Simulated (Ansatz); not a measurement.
Reactions of `FC1(F)OC1(F)F`.

Isolated molecules relaxed with PBE0-D4/def2-TZVP in Ansatz; ΔE leaves out vibrations. CBS: MP2 limit from def2 TZ/QZ plus the TZ coupled-cluster correction, frozen cores. This one scheme is used for every species, atoms too. Open shells (•) are unrestricted, without spin–orbit coupling. Spin–orbit coupling would lower the free atoms: a little for C, F, O. One conformer a species, not always the lowest.

**Question.** Order these by ΔE at CCSD(T)/CBS, lowest first. (Best estimate.)
A. `FC1(F)OC1(F)F` → 2 C• + 4 F• + O•
B. `FC1(F)OC1(F)F` + H₂ → `FC1OC1(F)F` + H–F
C. `FC1(F)OC1(F)F` + `FC(F)F` → `FC(F)(F)C1(F)OC1(F)F` + H–F
D. `FC1(F)OC1(F)F` + `FCF` → `FC(F)C1(F)OC1(F)F` + H–F

**Answer.** B (-0.88 eV), D (-0.33 eV), C (-0.14 eV), A (+30.40 eV).

Largest T1 diagnostic: 0.013, for `FC1(F)OC1(F)F`.
